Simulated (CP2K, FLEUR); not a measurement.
A FLEUR input for a self-consistent single point of SrF₂ (Fm-3m, 3 atoms in the cell) (DFT, PBE, all-electron FLAPW (FLEUR), scalar-relativistic valence):

Input of the input generator:

```
SrF2 crystal
&input film=f /
-0.0000000000 0.7071067812 0.7071067812
0.7071067812 -0.0000000000 0.7071067812
0.7071067812 0.7071067812 -0.0000000000
7.4573848074
1.0 1.0 1.0

3
38 0.0000000000 0.0000000000 0.0000000000
9 0.7500000000 0.7500000000 0.7500000000
9 0.2500000000 0.2500000000 0.2500000000

&comp jspins=1 /
&kpt div1=8 div2=8 div3=8 gamma=t /
&end /
```

```xml
<?xml version="1.0" encoding="UTF-8" standalone="no"?>
<fleurInput fleurInputVersion="0.39">
   <comment>
      SrF2 crystal                                                                                        
   </comment>
   <calculationSetup>
      <cutoffs Kmax="3.9" Gmax="11.7" GmaxXC="11.7" numbands="0"/>
      <scfLoop itmax="100" minDistance="0.00001" maxIterBroyd="99" imix="Anderson" alpha="0.05" precondParam="0.0" spinf="2.0"/>
      <coreElectrons ctail="T" frcor="F" kcrel="0" coretail_lmax="0"/>
      <xcFunctional name="pbe" relativisticCorrections="F"/>
      <magnetism jspins="1"/>
      <soc l_soc="F" theta="0.0" phi="0.0" spav="F"/>
      <expertModes spex="0" secvar="F"/>
      <geometryOptimization l_f="T" forcealpha="1.0" forcemix="BFGS" epsdisp="0.00001" epsforce="0.00001"/>
      <ldaU l_linMix="F" mixParam="0.05" spinf="1.0"/>
   </calculationSetup>
   <cell>
      <bzIntegration valenceElectrons="24.0" mode="hist" fermiSmearingEnergy="0.0001">
         <kPointListSelection listName="default-1"/>
         <!-- k-points included here -->
         <xi:include xmlns:xi="http://www.w3.org/2001/XInclude" href="kpts.xml"> </xi:include>
      </bzIntegration>
      <!-- symmetry operations included here -->
      <xi:include xmlns:xi="http://www.w3.org/2001/XInclude" href="sym.xml"> </xi:include>
      <bulkLattice scale="1.0">
         <bravaisMatrix>
            <row-1>    0.0000000000000000     5.2731673673303963     5.2731673673303963</row-1>
            <row-2>    5.2731673673303963     0.0000000000000000     5.2731673673303963</row-2>
            <row-3>    5.2731673673303963     5.2731673673303963     0.0000000000000000</row-3>
         </bravaisMatrix>
      </bulkLattice>
   </cell>
   <atomSpecies>
      <species name="Strontium (Sr)" element="Sr" atomicNumber="38">
         <mtSphere radius="2.68" gridPoints="925" logIncrement="0.014"/>
         <atomicCutoffs lmax="10" lnonsphr="8"/>
         <electronConfig flipSpins="F">
            <coreConfig>(1s1/2) (2s1/2) (2p1/2) (2p3/2) (3s1/2) (3p1/2) (3p3/2) (3d3/2) (3d5/2)</coreConfig>
            <valenceConfig>(4s1/2) (4p1/2) (4p3/2) (5s1/2)</valenceConfig>
         </electronConfig>
         <energyParameters s="5" p="5" d="4" f="4"/>
         <lo type="SCLO" l="0" n="4" eDeriv="0"/>
         <lo type="SCLO" l="1" n="4" eDeriv="0"/>
      </species>
      <species name="Fluorine (F)" element="F" atomicNumber="9">
         <mtSphere radius="1.57" gridPoints="543" logIncrement="0.02"/>
         <atomicCutoffs lmax="6" lnonsphr="4"/>
         <electronConfig flipSpins="F">
            <coreConfig>(1s1/2)</coreConfig>
            <valenceConfig>(2s1/2) (2p1/2) (2p3/2)</valenceConfig>
            <stateOccupation state="(2p1/2)" spinUp="0.8333333333333" spinDown="0.8333333333333"/>
            <stateOccupation state="(2p3/2)" spinUp="1.6666666666667" spinDown="1.6666666666667"/>
         </electronConfig>
         <energyParameters s="2" p="2" d="3" f="4"/>
      </species>
   </atomSpecies>
   <atomGroups>
      <atomGroup species="Strontium (Sr)">
         <relPos label="                   1">.0000000000 .0000000000 .0000000000</relPos>
         <force calculate="T" relaxXYZ="TTT"/>
      </atomGroup>
      <atomGroup species="Fluorine (F)">
         <relPos label="                   2">-1.000/4.000 -1.000/4.000 -1.000/4.000</relPos>
         <relPos label="                   3">1.000/4.000 1.000/4.000 1.000/4.000</relPos>
         <force calculate="T" relaxXYZ="TTT"/>
      </atomGroup>
   </atomGroups>
   <output dos="F" band="F" slice="F">
      <checks vchk="F" cdinf="F"/>
      <bandDOS minEnergy="-.5*Htr" maxEnergy="0.5*Htr" sigma="0.015" storeEVData="T"/>
      <vacuumDOS vacdos="F" integ="F" star="F" nstars="0" locx1="0.0" locy1="0.0" locx2="0.0" locy2="0.0" nstm="0" tworkf="0.0"/>
      <unfoldingBand unfoldBand="F" supercellX="1" supercellY="1" supercellZ="1"/>
      <plotting iplot="0" polar="F">
         <plot TwoD="T" vec1="  1.0  0.0  0.0" vec2="  0.0  1.0  0.0" vec3="  0.0  0.0  1.0" zero="  0.0  0.0  0.0" file="plot"/>
      </plotting>
      <chargeDensitySlicing numkpt="0" minEigenval="0.0" maxEigenval="0.0" nnne="0" pallst="F"/>
      <specialOutput eonly="F"/>
      <magneticCircularDichroism mcd="F" energyLo="-10.0" energyUp="0.0"/>
   </output>
  <!-- We include the file relax.xml here to enable relaxations (see documentation) -->
  <xi:include xmlns:xi="http://www.w3.org/2001/XInclude" href="relax.xml"> <xi:fallback/> </xi:include>
</fleurInput>
```

Question: Translate this input to CP2K.

Answer: This is the input that was run; spellings and numerical settings could be chosen otherwise.

```
&GLOBAL
  PROJECT run
  RUN_TYPE ENERGY_FORCE
  PRINT_LEVEL LOW
&END GLOBAL
&FORCE_EVAL
  METHOD Quickstep
  STRESS_TENSOR ANALYTICAL
  &DFT
    BASIS_SET_FILE_NAME BASIS_MOLOPT
    POTENTIAL_FILE_NAME GTH_POTENTIALS
    &QS
      METHOD GPW
      EPS_DEFAULT 1E-10
    &END QS
    &MGRID
      CUTOFF 550
      REL_CUTOFF 60
      NGRIDS 5
    &END MGRID
    &SCF
      SCF_GUESS ATOMIC
      EPS_SCF 1E-6
      MAX_SCF 100
      ADDED_MOS 5
      &DIAGONALIZATION
        ALGORITHM STANDARD
      &END DIAGONALIZATION
      &MIXING
        METHOD BROYDEN_MIXING
        ALPHA 0.3
        NBUFFER 8
        BETA 1
      &END MIXING
    &END SCF
    &KPOINTS
      SCHEME MONKHORST-PACK 8 8 8
      GAMMA_CENTERED T
    &END KPOINTS
    &XC
      &XC_FUNCTIONAL PBE
      &END XC_FUNCTIONAL
    &END XC
    &PRINT
      &MO
        EIGENVALUES T
        OCCUPATION_NUMBERS T
        NDIGITS 8
        FILENAME mo
        &EACH
          QS_SCF 0
        &END EACH
        ADD_LAST NUMERIC
      &END MO
      &MULLIKEN OFF
      &END MULLIKEN
    &END PRINT
  &END DFT
  &SUBSYS
    &CELL
      A 3.94627800 0.00000000 0.00000000
      B 1.97313900 3.41757700 0.00000000
      C 1.97313900 1.13919200 3.22212300
      PERIODIC XYZ
    &END CELL
    &COORD
      SCALED
      Sr       0.00000000     0.00000000     0.00000000
      F        0.75000000     0.75000000     0.75000000
      F        0.25000000     0.25000000     0.25000000
    &END COORD
    &KIND Sr
      BASIS_SET DZVP-MOLOPT-SR-GTH-q10
      POTENTIAL GTH-PBE-q10
    &END KIND
    &KIND F
      BASIS_SET DZVP-MOLOPT-SR-GTH-q7
      POTENTIAL GTH-PBE-q7
    &END KIND
  &END SUBSYS
  &PRINT
    &FORCES ON
    &END FORCES
    &STRESS_TENSOR ON
    &END STRESS_TENSOR
  &END PRINT
&END FORCE_EVAL
```

Basis settings and potentials, where a program has them, do not carry over. This input uses DFT PBE, GPW, DZVP-MOLOPT-SR-GTH basis, GTH-PBE potentials (GTH_POTENTIALS). Both were run: gap on the mesh 7.794 eV in FLEUR and 7.617 in CP2K.

On CP2K: the starting cell comes from a database of computed structures (which also holds hypothetical and non-ambient phases and stackings), without a prior relaxation at this level. Its lattice was rescaled by a random factor within 2.5 % of one. For this run, on top of that: lattice scaled by 0.98. Values carry the incompleteness of an atom-centred basis. With a pressure of about 15 GPa the cell is away from its equilibrium volume at this level.

On FLEUR: the starting cell comes from a database of computed structures (which also holds hypothetical and non-ambient phases and stackings), without a prior relaxation at this level. Its lattice was rescaled by a random factor within 2.5 % of one. For this run, on top of that: lattice scaled by 0.98. Values depend on the basis (sphere radii, cutoffs, local orbitals), which need not be converged.
